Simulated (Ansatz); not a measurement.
SnO2:

```
Sn O
1.0
    -5.37331    5.37331    1.61623
     5.37331   -5.37331    1.61623
     5.37331    5.37331   -1.61623
Sn O
4 8
Direct
  0.35108 0.83107 0.18214
  0.83107 0.64892 0.47999
  0.16893 0.35108 0.52001
  0.64892 0.16893 0.81786
  0.20560 0.15493 0.36053
  0.84507 0.20560 0.05067
  0.79440 0.84507 0.63947
  0.15493 0.79440 0.94933
  0.16104 0.54296 0.70400
  0.54296 0.83896 0.38192
  0.45704 0.16104 0.61808
  0.83896 0.45704 0.29600
```

Measurements of this composition are mostly on another form, of space group No. 136.

| Item | Value |
| --- | --- |
| Program | Ansatz 0.2.0 |
| Task | relaxation of cell and atoms |
| Functional | BLYP |
| Potentials or basis | Ansatz PAW |
| Cutoff | 420 eV (not typed: the program's choice for these potentials) |
| k mesh | 7 × 7 × 7 |
| Occupations | fermi-dirac, width 0.05 eV |
| Spin | no spin polarisation |

At the start: volume 15.55 Å³/atom.

Question: Where does the relaxation end?

Answer: It ends after 8 steps and the volume is 16.25 Å³/atom (+4.5 %); space group I4/m (No. 87, to 0.05 Å).

Step by step:
| step | energy change (eV) | largest force (eV/Å) | volume (Å³) |
| --- | --- | --- | --- |
| 1 | 0.0000 | 0.2134 | 186.66 |
| 2 | 0.0521 | 0.6901 | 197.77 |
| 3 | -0.0595 | 0.0709 | 193.79 |
| 4 | -0.0600 | 0.0465 | 194.00 |
| 5 | -0.0601 | 0.0112 | 194.25 |
| 6 | -0.1067 | 0.0124 | 194.25 |
| 7 | -0.1036 | 0.0114 | 195.04 |
| 8 | -0.1079 | 0.0112 | 195.04 |

Final structure:
```xyz
12
Lattice="-5.4657 5.4657 1.6322 5.4657 -5.4657 1.6322 5.4657 5.4657 -1.6322" Properties=species:S:1:pos:R:3 pbc="T T T"
Sn    3.6528   -1.6418    1.6322
Sn    1.6418    3.6528    1.6322
Sn    3.8239    1.8130    0.0000
Sn    1.8130    7.1076    0.0000
O     1.7164    2.3085    0.0000
O    -3.1572    3.7494    1.6322
O     3.7494    3.1572    1.6322
O     8.6229    1.7164    0.0000
O     5.9159    1.7527    0.0000
O     3.7130    0.4502    1.6322
O     1.7527    5.0156    0.0000
O    -0.4502    3.7130    1.6322
```

Caveat: the plane-wave basis is chosen anew once the cell has moved, so the energies of steps on either side of that aren't comparable; the pressure holds a Pulay correction of +0.8 GPa for the finite cutoff; the PAW data sets come from PBE, with cores solved anew for the run's functional, which leaves a small shift of forces and pressure.
